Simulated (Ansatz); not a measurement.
## Si: from a trial structure to a relaxed crystal

All numbers below come from DFT PBE, scalar-relativistic, plane waves, PAW in Ansatz 0.2.0. Cutoff 420 eV, Γ-centred k mesh, Gaussian smearing, no spin polarisation in the final step.

Si was placed on the simple hexagonal structure type (P6/mmm, No. 191), at a guessed volume.

```
Si
1.0
     2.93674    0.00000    0.00000
    -1.46837    2.54329    0.00000
     0.00000    0.00000    2.74402
Si
1
Direct
  0.00000 0.00000 0.00000
```

Cell and atoms relax at zero pressure; the relaxation can't lower the symmetry of the start. After a coarse first stage the cell is made exact in the group found at 0.06 Å.

Energies count from the standard state of Si at the same level.

(1) Which crystal results?

(2) What are its volume, energy, density and gap?

## Answers

(1) It keeps P6/mmm (No. 191). The result has the simple hexagonal structure. Conventional cell: a = 2.648 Å, c = 2.487 Å. Around Si lie 2 Si at 2.49 Å and 6 Si at 2.65 Å.

```xyz
1
Lattice="2.6479 0.0000 0.0000 -1.3239 2.2931 0.0000 0.0000 0.0000 2.4874" Properties=species:S:1:pos:R:3 pbc="T T T"
Si    0.0000    0.0000    0.0000
```

(2) The volume per atom is 15.10 Å³ and the density is 3.09 g/cm³. The energy over the standard structure is 0.31 eV/atom. The gap on the 24×24×22 mesh is 0 eV (a metal).

The final run used a 24×24×22 mesh on its 1-atom cell and 0.10 eV smearing. The k mesh leaves about 4 meV/atom of noise in metals. A structure relaxed within its symmetry needn't be a true minimum.